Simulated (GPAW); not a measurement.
Runs of GPAW 26.7.0 on CdSe. The structure is cubic, space group F-43m (No. 216). Conventional cell: a = 6.141 Å, b = 6.141 Å, c = 6.141 Å, α = 90.00°, β = 90.00°, γ = 90.00°. Cd (site symmetry -43m) is surrounded by 4 Se at 2.66 Å. Se (site symmetry -43m) is surrounded by 4 Cd at 2.66 Å. Measurements of this composition are mostly on another form, of space group No. 186.

| task | level | potentials or basis | spin | cell | k mesh | cutoff (eV) | smearing | maxiter | convergence | response ecut | response k mesh | response bands | gap on the mesh (eV) | pressure (GPa) |
| --- | --- | --- | --- | --- | --- | --- | --- | --- | --- | --- | --- | --- | --- | --- |
| single point | PBE | GPAW PAW data sets (gpaw-data 1.2.1), pw | off | as given | 6 × 6 × 6 | 450 | fermi-dirac 0.05 eV | 120 | default | - | - | - | 0.54 | (a) |
| dielectric tensor | PBE | GPAW PAW data sets (gpaw-data 1.2.1), pw | off | as given | 6 × 6 × 6 | 450 | fermi-dirac 0.001 eV | 150 | - | 80 eV | 19 × 19 × 19 | 29 | 0.54 | - |
| band structure | PBEsol | PAW data sets generated in the run's folder for this functional, pw | off | as given | 8 × 8 × 8 | 600 | fermi-dirac 0.05 eV | 150 | - | - | - | - | 0.42 | -1.6 |
| band structure | PBEsol | PAW data sets generated in the run's folder for this functional, pw | SOC, no magnetisation | as given | 8 × 8 × 8 | 600 | fermi-dirac 0.05 eV | 150 | - | - | - | - | 0.29 | -1.6 |
| single point | PBEsol | PAW data sets generated in the run's folder for this functional, pw | off | atoms moved at random, drawn with an rms of 0.05 Å | 8 × 8 × 8 | 600 | fermi-dirac 0.05 eV | 150 | - | - | - | - | 0.39 | -1.4 |
| single point | PBEsol | PAW data sets generated in the run's folder for this functional, pw | off | as given | 8 × 8 × 8 | 600 | fermi-dirac 0.05 eV | 150 | - | - | - | - | 0.42 | -1.6 |

Q: Estimate the missing entries.

A: (a) 0.3.

Caveats: the cutoff is short for stress and forces, so pressures can be off by a GPa or more (some runs); the dielectric constant isn't converged in the k mesh (some runs); the gap is small at this level, which inflates the dielectric constant (some runs); the long-wavelength limit can be off by several per cent where d states take part (some runs); an odd mesh through Γ misses points on the zone boundary, where band edges often lie (some runs); spin-orbit coupling was added after a scalar SCF, so levels and gaps hold it while energy, forces, pressure and moments don't (some runs); this program's spin-orbit splittings come out too wide for heavy elements (some runs).

A k mesh can miss the band edges, and rows without SOC leave out spin-orbit coupling on Cd, Se.
